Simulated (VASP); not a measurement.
HfB2:

```
Hf B
1.0
     3.14000    0.00000    0.00000
    -1.57000    2.71932    0.00000
     0.00000    0.00000    3.48000
Hf B
1 2
Direct
  0.00000 0.00000 0.00000
  0.66667 0.33333 0.50000
  0.33333 0.66667 0.50000
```

```yaml
Program: VASP 6.6.1
Task: relaxation of cell and atoms
Functional: LDA
Potentials_or_basis: VASP PAW LDA potentials, release 64 (Hf_pv, B)
Cutoff: 600 eV
k_mesh: 10 × 10 × 8
Occupations: methfessel-paxton, width 0.1 eV
Spin: no spin polarisation
Hubbard_terms: Hf d U = 7.0 eV
```

At the start: pressure 11.0 GPa; volume 9.90 Å³/atom.

Problem. How do energy, volume and symmetry change on relaxing?

Solution. Over 8 steps the energy falls by 17.6 meV/atom and the volume is 10.34 Å³/atom (+4.4 %); space group P6/mmm (No. 191, to 0.05 Å).

Step by step:
| step | energy change (eV) | largest force (eV/Å) | pressure (GPa) | volume (Å³) |
| --- | --- | --- | --- | --- |
| 1 | 0.0000 | 0.0000 | 11.01 | 29.71 |
| 2 | 0.0133 | 0.0000 | -11.81 | 32.73 |
| 3 | -0.0489 | 0.0000 | -0.73 | 31.09 |
| 4 | -0.0489 | 0.0000 | -0.51 | 31.06 |
| 5 | -0.0528 | 0.0000 | 0.17 | 31.00 |
| 6 | -0.0528 | 0.0000 | 0.17 | 31.01 |
| 7 | -0.0528 | 0.0000 | -0.16 | 31.05 |
| 8 | -0.0528 | 0.0000 | 0.00 | 31.03 |

Final structure:
```
Hf B
1.0
     3.16192    0.00000    0.00000
    -1.58096    2.73830    0.00000
     0.00000    0.00000    3.58351
Hf B
1 2
Direct
  0.00000 0.00000 0.00000
  0.66667 0.33333 0.50000
  0.33333 0.66667 0.50000
```

Caveat: U without spin polarisation on a metal has little footing; the U is typed as a test and isn't derived for this compound.
